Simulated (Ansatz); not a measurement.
Crystal: HfO2.

```
CELL_PARAMETERS angstrom
0.00000 2.55750 2.55750
2.55750 0.00000 2.55750
2.55750 2.55750 0.00000
ATOMIC_POSITIONS crystal
Hf 0.00000 0.00000 0.00000
O 0.75000 0.75000 0.75000
O 0.25000 0.25000 0.25000
```

Measurements of this composition are mostly on another form, of space group No. 14.

Base run:

| Item | Value |
| --- | --- |
| Program | Ansatz 0.2.0 |
| Functional | revPBE |
| Potentials or basis | Ansatz PAW |
| Cutoff | 420 eV (not typed: the program's choice for these potentials) |
| k mesh | 9 × 9 × 9 |
| Occupations | fermi-dirac, width 0.05 eV |
| Spin | no spin polarisation |

Its results: band gap on the k mesh 3.91 eV, indirect (least direct gap 4.02 eV); pressure 1.2 GPa.

Q: The run is repeated on the same cell with these changes: functional from revPBE to BLYP. What comes out?

A: Band gap on the k mesh 3.89 eV, indirect (least direct gap 4.00 eV); pressure 4.0 GPa.

Caveats: the k mesh misses the band edges, so the gap on the mesh is wider than the one along the path; spin-orbit coupling is left out, which moves the levels of the heavy elements; the PAW data sets come from PBE, with cores solved anew for the run's functional, which leaves a small shift of forces and pressure.
